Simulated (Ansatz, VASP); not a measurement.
**Two plane-wave programs on Ca**

File INCAR:

```
SYSTEM = Ca
PREC = Accurate ; ENCUT = 520
EDIFF = 1E-6 ; ISMEAR = 0
SIGMA = 0.1 ; LREAL = .False.
LASPH = .True. ; NELM = 60
ALGO = Normal ; ISIF = 2
LWAVE = .False. ; LCHARG = .False.
GGA = PE ; NBANDS = 11
```

Contents of KPOINTS:

```
regular mesh
0
Gamma
  12 12 12
  0 0 0
```

File POSCAR:

```
Ca
1.0
    3.6131664848      0.0000000000      0.0000000000
    0.0000000000      3.6131664848      0.0000000000
    0.0000000000      0.0000000000      3.6131664848
Ca
1
Direct
    0.0000000000      0.0000000000      0.0000000000
```

Input for Ansatz:

```yaml
crystal:
  lattice:
    - [3.6131664848, 0.0, 0.0]
    - [0.0, 3.6131664848, 0.0]
    - [0.0, 0.0, 3.6131664848]
  atoms:
    - { symbol: Ca, position: [0.0, 0.0, 0.0] }
basis:
  ecutwfc: 420
kpoints:
  mp_grid: { grid: [12, 12, 12] }
hamiltonian:
  xc: pbe
scf:
  occupations: { method: gaussian, width: 0.1 }
output:
  forces: true
  stress: true
  eigenvalues: true
```

Alike in both runs: task single point; functional PBE; k mesh 12 × 12 × 12; occupations gaussian, width 0.1 eV; no spin polarisation.

```csv
,VASP,Ansatz
version,VASP 6.6.1,Ansatz 0.2.0
potentials or method,"VASP PAW PBE potentials, release 64 (Ca_sv)","scalar-relativistic, plane waves, PAW"
plane-wave cutoff (eV),520,420
valence electrons in the cell,10,10
```

```csv
,VASP,Ansatz,Ansatz less VASP
gap on the k mesh at the Fermi level (eV),none,none,-
pressure (GPa),-0.8,-0.8,+0.01
```

A gap of «none» marks a metal or a gap that the smearing closes.
